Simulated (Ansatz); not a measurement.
# Convergence notes, G0W0 on WSe2 (3R-MoS2 type)

WSe2 (3R-MoS2 type), relaxed with r2SCAN+rVV10; one-shot G0W0 in Ansatz without spin-orbit coupling. These are computed values for a spin-unpolarised cell that may be hypothetical; none is a measurement.

```cif
data_structure
_symmetry_space_group_name_H-M 'P 1'
_symmetry_Int_Tables_number 1
_cell_length_a 6.8503
_cell_length_b 6.8503
_cell_length_c 6.8503
_cell_angle_alpha 27.894
_cell_angle_beta 27.894
_cell_angle_gamma 27.894
_cell_volume 62.13
loop_
_atom_site_label
_atom_site_type_symbol
_atom_site_fract_x
_atom_site_fract_y
_atom_site_fract_z
_atom_site_occupancy
W1 W 0.99998 0.99998 0.99998 1
Se1 Se 0.41765 0.41765 0.41765 1
Se2 Se 0.24903 0.24903 0.24903 1
```

Gaps are read over the mesh points alone. G0W0 values are finite-basis, finite-mesh values.
```json
{"start": "PBE", "potentials": "PAW", "frequency model": "contour deformation", "mesh": "6×6×6", "empty bands": "141", "screening cutoff (eV)": "100", "Kohn-Sham gap (eV)": "1.09", "G0W0 gap (eV)": "1.36"}
{"start": "PBE", "potentials": "PAW", "frequency model": "contour deformation", "mesh": "6×6×6", "empty bands": "340", "screening cutoff (eV)": "180", "Kohn-Sham gap (eV)": "1.09", "G0W0 gap (eV)": "1.41"}
{"start": "PBE", "potentials": "PAW", "frequency model": "contour deformation", "mesh": "6×6×6", "empty bands": "661", "screening cutoff (eV)": "260", "Kohn-Sham gap (eV)": "1.09", "G0W0 gap (eV)": "1.42"}
{"start": "HSE06", "potentials": "PAW", "frequency model": "contour deformation", "mesh": "6×6×6", "empty bands": "340", "screening cutoff (eV)": "180", "Kohn-Sham gap (eV)": "1.57", "G0W0 gap (eV)": "1.60"}
{"start": "r2SCAN", "potentials": "PAW", "frequency model": "contour deformation", "mesh": "6×6×6", "empty bands": "340", "screening cutoff (eV)": "180", "Kohn-Sham gap (eV)": "1.21", "G0W0 gap (eV)": "1.49"}
{"start": "PBE0", "potentials": "PAW", "frequency model": "contour deformation", "mesh": "6×6×6", "empty bands": "340", "screening cutoff (eV)": "180", "Kohn-Sham gap (eV)": "2.23", "G0W0 gap (eV)": "1.73"}
{"start": "PBE", "potentials": "PAW", "frequency model": "Godby-Needs pole", "mesh": "6×6×6", "empty bands": "340", "screening cutoff (eV)": "180", "Kohn-Sham gap (eV)": "1.09", "G0W0 gap (eV)": "1.43"}
{"start": "PBE", "potentials": "PAW", "frequency model": "contour deformation", "mesh": "8×8×8", "empty bands": "100", "screening cutoff (eV)": "80", "Kohn-Sham gap (eV)": "1.19", "G0W0 gap (eV)": "1.47"}
{"start": "PBE", "potentials": "norm-conserving", "frequency model": "contour deformation", "mesh": "6×6×6", "empty bands": "340", "screening cutoff (eV)": "180", "Kohn-Sham gap (eV)": "1.08", "G0W0 gap (eV)": "1.40"}
```

G0W0 moves the gap on the mesh from 1.09 eV (PBE) to 1.42 eV (T to k = (0, 1/6, -1/6)). Renormalisation factors Z lie between 0.71 and 0.77.

Raising bands and cutoff together moves the gap by +0.05 eV (100 to 180 eV), then +0.01 eV (180 to 260 eV); the last step is small, which bounds nothing strictly. Starting from HSE06 (1.57 eV against PBE's 1.09 eV) gives 1.60 eV, +0.19 eV from G0W0@PBE at the same screening cutoff. Starting from r2SCAN (1.21 eV against PBE's 1.09 eV) gives 1.49 eV, +0.08 eV from G0W0@PBE at the same screening cutoff. Starting from PBE0 (2.23 eV against PBE's 1.09 eV) gives 1.73 eV, +0.32 eV from G0W0@PBE at the same screening cutoff. The Godby-Needs plasmon pole differs from contour deformation by +0.02 eV. Norm-conserving potentials (wave cutoff 1170 eV against 420 eV) shift the quasiparticle gap by -0.01 eV and the PBE gap by -0.01 eV. r2SCAN runs take a wave cutoff of 500 eV.

Coordinates of k points refer to the reciprocal vectors of the primitive cell of the runs.

The program warns that the k mesh is coarse for exact exchange in some of these runs, so their gaps aren't converged.
